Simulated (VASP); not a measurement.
# Mg (P6/mmm) in VASP: notebook, part 2 of 2

VASP 6.6.1. The steps go on from the part before.

### Step 6. Single point, r2SCAN

File INCAR:

```
ADDGRID = False
ALGO = Normal
EDIFF = 1E-6
ENCUT = 400
ISIF = 2
ISMEAR = -1
LASPH = True
LCHARG = False
LMIXTAU = True
LREAL = False
LWAVE = False
METAGGA = R2SCAN
NELM = 100
PREC = Accurate
SIGMA = 0.2
```

File KPOINTS:

```
k-points
0
Gamma
  15 15 13
```

File POSCAR:

```
Mg
1.0
    3.0502998005      0.0000000000      0.0000000000
   -1.5251499003      2.6416371164      0.0000000000
    0.0000000000      0.0000000000      3.0448375700
Mg
1
Direct
    0.0000000000      0.0000000000      0.0000000000
```

Potentials or basis: VASP PAW PBE potentials, release 64 (Mg).

The run is started by

```console
> cat potpaw_PBE.64/Mg/POTCAR > POTCAR
> mpirun -np 1 vasp_std > vasp.out
```

OUTCAR:

```text
EDIFF = 1E-6
   ENCUT = 400
   ISIF = 2
   ISMEAR = -1
   LASPH = True
   LREAL = False
   METAGGA = R2SCAN
   NELM = 100
   PREC = Accurate

 Found    189 irreducible k-points:

 Following reciprocal coordinates:
            Coordinates               Weight
  0.000000  0.000000  0.000000      1.000000
  0.066667  0.000000  0.000000      6.000000
  0.133333  0.000000  0.000000      6.000000
  0.200000  0.000000  0.000000      6.000000
  0.266667  0.000000  0.000000      6.000000
  0.333333  0.000000  0.000000      6.000000
   k-points           NKPTS =    189   k-points in BZ     NKDIM =    189   number of bands    NBANDS=      5
   number of dos      NEDOS =    301   number of ions     NIONS =      1
   total plane-waves  NPLWV =   8000
   dimension x,y,z NGX =    20 NGY =   20 NGZ =   20
   dimension x,y,z NGXF=    40 NGYF=   40 NGZF=   40
   ions per type =               1
   NGX,Y,Z   is equivalent  to a cutoff of  10.90, 10.90, 10.92 a.u.
   NGXF,Y,Z  is equivalent  to a cutoff of  21.80, 21.80, 21.84 a.u.
 SYSTEM =  unknown system
   PREC   = accura    normal or accurate (medium, high low for compatibility)
   ISTART =      0    job   : 0-new  1-cont  2-samecut
   ICHARG =      2    charge: 1-file 2-atom 10-const
   ISPIN  =      1    spin polarized calculation?
   LNONCOLLINEAR =      F non collinear calculations
   LSORBIT =      F    spin-orbit coupling
   LASPH  =      T    aspherical Exc in radial PAW
   ENCUT  =  400.0 eV  29.40 Ry    5.42 a.u.   4.97  4.97  4.97*2*pi/ulx,y,z
   NELM   =    100;   NELMIN=  2; NELMDL= -5     # of ELM steps
   EDIFF  = 0.1E-05   stopping-criterion for ELM
   LREAL  =      F    real-space projection
   EDIFFG = 0.1E-04   stopping-criterion for IOM
   NSW    =      0    number of steps for IOM
   IBRION =     -1    ionic relax: 0-MD 1-quasi-New 2-CG
   NFREE  =      0    steps in history (QN), initial steepest desc. (CG)
   ISIF   =      2    stress and relaxation
   ISYM   =      2    0-nonsym 1-usesym 2-fastsym
   POTIM  = 0.5000    time-step for ionic-motion
   TEBEG  =    0.0;   TEEND  =   0.0 temperature during run
   PSTRESS=    0.0 pullay stress
   NELECT =       2.0000    total number of electrons
   NUPDOWN=      -1.0000    fix difference up-down
   EMIN   =  10.00;   EMAX   =-10.00  energy-range for DOS
   EFERMI =   0.00;   METHOD = LEGACY
   ISMEAR =    -1;   SIGMA  =   0.20  broadening in eV -4-tet -1-fermi 0-gaus
   EFERMI_NEDOS =   21; number of points for ismear=-14 and -15
   IALGO  =     38    algorithm
   IMIX   =      4    mixing-type and parameters
     AMIX     =   0.40;   BMIX     =  1.00
     AMIX_MAG =   1.60;   BMIX_MAG =  1.00
  volume/ion in A,a.u.               =      24.53       165.57
  Fermi-wavevector in a.u.,A,eV,Ry     =   0.709836  1.341396  6.855535  0.503868
  Thomas-Fermi vector in A             =   1.796524
   LORBIT       =      0    0 simple, 1 ext, 2 COOP (PROOUT), +10 PAW based schemes
   METAGGA = R2SCAN    functional components
   LHFCALC =     F    Hartree Fock is set to
   AEXX    =    0.0000 exact exchange contribution
   IVDW    =     0    specifies the selected vdW correction
   LEPSILON=     F    determine dielectric tensor
   LRPA    =     F    only Hartree local field effects (RPA)
 non-spin polarized calculation
  energy-cutoff  :      400.00
  volume of cell :       24.53
 maximum number of plane-waves:       456
 NGX is ok and might be reduce to    20
   NGX =  9   NGY =  9   NGZ =  9

 number of electron       2.0000000 magnetization

 Free energy of the ion-electron system (eV)
  ---------------------------------------------------
  ext. energy  EPLUGINS =         0.00000000
  ---------------------------------------------------
  free energy    TOTEN  =        -3.89804264 eV

  energy without entropy =       -3.84177493  energy(sigma->0) =       -3.86990878

 E-fermi :   2.2779     XC(G=0):  -8.8351

 val. band max:        2.2777456050   @ k =   0.4000   0.0000   0.4615
 cond. band min:       2.3353504534   @ k =   0.4000   0.1333   0.1538
 fundamental gap:      0.0576048484
 Fermi energy:         2.2778671183

 k-point     1 :       0.0000    0.0000    0.0000
  band No.  band energies     occupation
      1      -4.8377      2.00000
      2      10.8254      0.00000
      3      11.7516      0.00000
      4      15.7143      0.00000
      5      15.7143      0.00000

 k-point     2 :       0.0667    0.0000    0.0000
  band No.  band energies     occupation
      1      -4.7348      2.00000
      2      10.8150      0.00000
      3      11.8372      0.00000
      4      14.0977      0.00000
      5      15.0259      0.00000

 k-point     3 :       0.1333    0.0000    0.0000
  band No.  band energies     occupation
      1      -4.4268      2.00000
      2      10.5315      0.00000
      3      12.0941      0.00000
      4      12.1636      0.00000
      5      14.0801      0.00000

 k-point     4 :       0.2000    0.0000    0.0000
  band No.  band energies     occupation
      1      -3.9157      2.00000
      2       9.0017      0.00000
      3      11.5393      0.00000
      4      12.5227      0.00000
      5      13.2555      0.00000

 k-point     5 :       0.2667    0.0000    0.0000
  band No.  band energies     occupation
      1      -3.2046      2.00000
      2       6.9908      0.00000
      3      11.4538      0.00000
      4      12.5885      0.00000
      5      13.1230      0.00000

 k-point     6 :       0.3333    0.0000    0.0000
  band No.  band energies     occupation
      1      -2.2986      2.00000
      2       5.0479      0.00000
      3      11.3549      0.00000
      4      12.0864      0.00000
      5      13.8934      0.00000

 [... further k-points ...]
[... 5 lines left out ...]
  --------------------------------------------------------------------------------------
  -------------------------------------------------------------------------------------
  Total        0.1094573      0.1094573     -0.0014312     -0.0000000      0.0000000     -0.0000000
  in kB        7.1478491      7.1478491     -0.0934602     -0.0000000      0.0000000     -0.0000000
  external PRESSURE =       4.7340794 kB  Pullay stress =       0.0000000 kB

 VOLUME and BASIS-vectors are now :
 -----------------------------------------------------------------------------
  energy-cutoff  :      400.00
  volume of cell :       24.53
      direct lattice vectors                 reciprocal lattice vectors
     3.050299800  0.000000000  0.000000000     0.327836628  0.189276565  0.000000000
    -1.525149900  2.641637116  0.000000000     0.000000000  0.378553130  0.000000000
     0.000000000  0.000000000  3.044837570     0.000000000  0.000000000  0.328424744

 POSITION                                       TOTAL-FORCE (eV/Angst)
 -----------------------------------------------------------------------------------
      0.00000      0.00000      0.00000        -0.000000      0.000000      0.000000
 -----------------------------------------------------------------------------------
    total drift:                               -0.000000     -0.000000      0.000000

  FREE ENERGIE OF THE ION-ELECTRON SYSTEM (eV)
  ---------------------------------------------------
  free  energy   TOTEN  =        -3.8980426441 eV

  energy  without entropy=       -3.8417749256  energy(sigma->0) =       -3.86990878
```

stdout:

```text
POSCAR found type information on POSCAR Mg
 POSCAR found :  1 types and       1 ions
 scaLAPACK will be used
 -----------------------------------------------------------------------------
|                                                                             |
|                                                                             |
|     You enforced a specific xc type in the INCAR file but a different       |
|     I HOPE YOU KNOW WHAT YOU ARE DOING!                                     |
|                                                                             |
 -----------------------------------------------------------------------------

 LDA part: xc-table for (None), standard interpolation
 POSCAR, INCAR and KPOINTS ok, starting setup
 FFT: planning ... GRIDC
 FFT: planning ... GRID_SOFT
 FFT: planning ... GRID
 WAVECAR not read
 entering main loop
```

Wall time 30 s (1 thread of Intel Xeon 6975P-C (Granite Rapids), shared host); peak memory 0.13 GiB.

The run converged, but some of its settings lie outside the range that counts as converged, so its numbers aren't taken as properties of the crystal.

Results:

* Free energy: -3.8980 eV
* Pressure: 0.5 GPa
* Band gap on the k mesh: none (metal or under the smearing width)

Caveat: the PAW data sets were made with another functional, which shifts forces and pressure a little.

### Step 7. The reference run

An earlier run on the cell as given: functional PBE; potentials or basis VASP PAW PBE potentials, release 64 (Mg); cutoff 520 eV; k mesh 10 × 10 × 9; occupations fermi-dirac, width 0.05 eV; no spin polarisation.

* Pressure: 1.1 GPa
* Band gap on the k mesh: none (metal or under the smearing width)
